**Question: Why does the lowest valence level in these tantalum results climb by several eV from point to point, and why does the number of filled valence levels change?**

I have levels at seven points of reciprocal space for one crystal of Ta, counted from the Fermi energy.

DFTK 0.8.2 calculation with PBE, without spin polarisation or spin-orbit coupling, for strained close-packed Ta (one atom per cell). It uses PseudoDojo 0.4.1 standard scalar-relativistic norm-conserving potentials, a 952.4 eV cutoff, an 11×11×11 k mesh and 0.05 eV Fermi-Dirac smearing. Levels are relative to the Fermi energy; points are in units of the reciprocal cell vectors.

| point a (reciprocal cell vector) | point b (reciprocal cell vector) | point c (reciprocal cell vector) | level under 4 (eV) | level under 3 (eV) | level under 2 (eV) | level under 1 (eV) | level over 1 (eV) | level over 2 (eV) |
| --- | --- | --- | --- | --- | --- | --- | --- | --- |
| 0.0000 | 0.0000 | 0.0000 | -33.65 | -33.63 | -33.58 | -8.133 | 0.172 | 0.388 |
| 0.0909 | 0.0909 | 0.0000 | -33.68 | -33.62 | -7.70 | -0.029 | 0.457 | 0.942 |
| -0.2727 | -0.1818 | 0.0000 | -33.80 | -33.74 | -5.60 | -1.522 | 0.608 | 2.028 |
| 0.4545 | 0.4545 | 0.4545 | -34.64 | -33.80 | -33.78 | -4.587 | 0.015 | 0.293 |
| 0.1818 | -0.3636 | 0.4545 | -33.99 | -3.09 | -2.15 | -0.191 | 2.807 | 6.074 |
| -0.0909 | -0.0909 | 0.4545 | -33.81 | -33.79 | -4.30 | -0.198 | 0.193 | 0.638 |
| -0.3636 | 0.0000 | -0.3636 | -33.95 | -33.90 | -4.30 | -2.869 | 0.987 | 4.356 |

The columns confuse me. "Level under 2" is −33.58 eV at point 1 but −7.70 eV at point 2, which looks like a jump of a whole shell. If I follow the lowest level above that deep group instead, it starts at −8.133 eV and rises everywhere else. I tried to treat it as a free electron, which works neither close to the zone centre nor far from it. Another level sinks through the Fermi energy at some points and stays up at others. Is there one idea that explains this?

**Answer**

Yes: the relative phase of the electron wave on neighbouring atoms. It decides whether a contact between two atoms bonds or opposes bonding, and different orbitals respond to it in opposite directions.

First, the columns have to be sorted. They count levels from the Fermi energy, so a column changes shell whenever a valence level crosses that energy. The levels near −34 eV belong to the compact 5p shell, and the highest of them varies by only 0.4 eV over the seven points. The lowest one moves more: it lies at −34.64 eV at point 4, against −33.65 eV at point 1. The lowest valence level varies by 5.0 eV, because valence orbitals reach far into the neighbouring atoms. Spin-orbit coupling, which is left out here, splits the 5p shell of Ta by several eV, so its positions should not be compared with a measured spectrum.

**The lowest valence level: counting phases**

Think of a ring of hydrogen atoms with one s orbital each. The lowest state has the same sign on every atom, so every contact bonds. As the phase turns from atom to atom, bonding is lost and the energy rises, until neighbours have opposite signs. The lowest valence level of Ta starts in the same way: at point 1, the zone centre, all atoms are in phase and the s-like level lies at its deepest.

The ring differs from the metal in one important respect. In a ring with an even number of atoms, both neighbours of an atom can oppose it. In a close-packed metal the twelve neighbours also touch one another, so they cannot all have the sign opposite to the central atom and to each other. This frustration limits how far the level can climb. The ring also has no d orbitals, which matter further on.

The simplest model therefore needs only the average phase factor of the twelve neighbours:

rise above point 1 = B × (1 − P)

Here P is the average of the cosine of the phase difference to each neighbour, and B is an energy that measures the net coupling. A least-squares fit to the six points away from the zone centre gives B ≈ 3.7 eV. In this lattice P runs from 1, with all neighbours in phase, down to −1/3, so the model allows a rise of at most 4/3 of B, or about 5 eV.

Point 7 shows how it works. "Point a", "point b" and "point c" are the fractions of a full turn that the wave makes along the three cell edges.

1. The values −0.3636, 0 and −0.3636 mean turns of 131°, 0° and 131°, apart from sign.
2. Six neighbours lie along the edges and six along their differences. Four of the twelve are in phase, and eight differ by 131°, whose cosine is about −0.65.
3. The average is P = (4 − 8 × 0.65)/12 ≈ −0.10.
4. The rise is 3.7 eV × 1.10 ≈ 4.1 eV.

The calculation gives 3.8 eV, so the estimate is about 7% too high; this point was part of the fit. Over the six fitted points the typical miss is 0.2 eV, as the output below shows. A parabola with an adjustable electron mass, which also has one constant, misses by 0.7 eV.

Points 6 and 7 show why phase is a better guide than distance from the zone centre. Point 6 lies farther out, and a free electron would be 1.7 eV higher there than at point 7. Yet both have their lowest valence level at −4.30 eV. Their average phase factors P are nearly the same, so the cosine model expects similar levels. The exact tie is partly luck, since the model itself puts the two about 0.3 eV apart.

**Why the free electron fails in both directions**

Close to the zone centre the computed level rises faster than a free electron: by 0.43 eV instead of 0.28 eV at point 2. Theory offers a reason. Once the wave vector leaves zero, an s-like state begins to mix with p-like states; those below push it up and those above push it down. A rise steeper than the free one means that the push from below wins, and the filled 5p shell is the natural source. The table shows the steepness, while this cause is an argument that the calculation does not isolate.

Farther out the order reverses. At point 5 a free electron would have gained 8.1 eV, but the computed level has gained only 5.0 eV. The lattice reflects waves near the zone boundary, which flattens the band, and d levels above the s-like level push it down where the two can mix. Where they cannot mix, a d level may itself become the lowest one. B gathers all these effects into one number, so it should not be read as a pure coupling between s orbitals.

**The level that sinks**

Points 1, 2, 3 and 7 lie on or near the line from the zone centre towards the point called X. Along this line the lowest valence level rises while the second one falls, from 0.17 eV above the Fermi energy to 2.9 eV below it. Their separation shrinks from 8.3 to 1.4 eV. The same change of phase therefore costs one level energy and stabilises the other.

The reason lies in the shape of d orbitals. Going towards X, atoms within a layer stay in phase, while the phase between adjacent layers turns towards opposite signs. Consider the d orbital whose lobes lie flat in these layers and point at the nearest neighbours within them. Its sideways contacts with the next layer bring lobes of opposite sign together when the atoms are in phase, which is antibonding. When the phase reverses, lobes of equal sign meet and the contacts become bonding, so the level sinks.

This assignment rests on standard bonding theory, since the calculation lists energies and no orbital characters. At points 5 and 7, where the two lowest levels have come close, it remains untested which of them carries more s character, and the good fit of the cosine cannot settle it.

**Why the count runs from one to three**

The filled valence levels are thus the lowest one, which is s-like at the zone centre and may be partly or even mainly d-like farther out, plus however many d-like levels the phases have pulled below the Fermi energy.

Point 4 looks irregular because it is far from the centre and still has only one valence level below the Fermi energy. It lies near L, a different corner of the zone. There the wave reverses between layers stacked along another direction, and the simple argument of one flat orbital does not carry over. For the pair of d levels concerned, bonding theory gives gains and losses that nearly balance, so they stay close to where they were at the zone centre. Point 6, not far from L, behaves similarly: its second level is only 0.2 eV below the Fermi energy.

Point 5 lies near W, a corner of the zone face around X. It keeps much of the phase reversal between layers that lowers the flat d orbital towards X, which fits a second valence level at −2.15 eV. A third level is just below the Fermi energy, at −0.191 eV, which makes this the point with three. The argument for the flat orbital covers only one sinking level, so the origin of this third one stays open here. The next level is 3.0 eV higher, but this is a separation at one point and no band gap: levels cross the Fermi energy elsewhere, and the crystal is a metal.

The count is not equally firm everywhere. At points 2 and 4 the nearest level lies within the 0.05 eV smearing of the Fermi energy, and its occupation is about 0.64 and 0.43. "Under" and "over" do not mean full and empty there. Spin-orbit coupling can shift d levels by tenths of an eV, enough to change the count at points 1, 2, 4, 5 and 6. The large movements, the 5 eV climb and the 3 eV fall, are much safer.

These levels also belong to a slightly strained, close-packed form of Ta, whereas the ordinary metal is body-centred cubic with eight nearest neighbours. The way of reasoning carries over: list the neighbours, find their phases, and ask whether the orbital bonds in phase or out of phase. The numbers do not, because both the neighbours and their phases change.

Numerical output:

```
Sorted levels in eV from the Fermi energy:
      row  distance from zone centre (2 pi/a)  valence bands below  highest 5p  lowest valence  second valence  second less lowest  occupation of second
      0.0                                   0                    1      -33.58          -8.133           0.172               8.305               0.03107
   0.0909                              0.1818                    2      -33.62            -7.7          -0.029               7.671                0.6411
  -0.2727                              0.4723                    2      -33.74            -5.6          -1.522               4.078                     1
   0.4545                              0.7872                    1      -33.78          -4.587           0.015               4.602                0.4256
   0.1818                              0.9792                    3      -33.99           -3.09           -2.15                0.94                     1
  -0.0909                              0.8529                    2      -33.79            -4.3          -0.198               4.102                0.9813
  -0.3636                              0.7272                    2       -33.9            -4.3          -2.869               1.431                     1
fit of rise on 6 rows (ksq > 0.001): coefficient of shape 1.239 +/- 0.028; rms 0.18, worst -0.2727 -0.296, leave-one-out rms 0.22
  rows outside the fit (model, value, miss): 0.0 0, 0, 0
Rise of lowest valence level above its value at the zone centre in eV:
      row  computed  free electron  free less computed  neighbour cosine  cosine less computed
      0.0         0              0                   0                 0                     0
   0.0909     0.433         0.2791             -0.1539            0.3932              -0.03979
  -0.2727     2.533          1.884             -0.6488             2.237               -0.2959
   0.4545     3.546          5.234               1.688             3.641               0.09475
   0.1818     5.043          8.097               3.054             4.884               -0.1591
  -0.0909     3.833          6.143                2.31             3.838              0.004578
  -0.3636     3.833          4.466              0.6331             4.099                0.2664
rms miss of free electron without fitted constant (eV): 1.749
rms miss of parabola with fitted mass (eV): 0.6574
rms miss of neighbour cosine (eV): 0.18
largest ratio of computed to free-electron rise: 1.551
range of lowest valence level (eV): 5.043
range of highest 5p level (eV): 0.41
spread of the three 5p levels at point 1 (eV): 0.07
spread of the three 5p levels at point 4 (eV): 0.86
fall of second valence level from point 1 to point 7 (eV): 3.041
splitting of the two levels over the Fermi energy at point 1 (eV): 0.216
splitting of the two levels over the Fermi energy at point 4 (eV): 0.278
separation of third and fourth valence level at point 5 (eV): 2.998
```
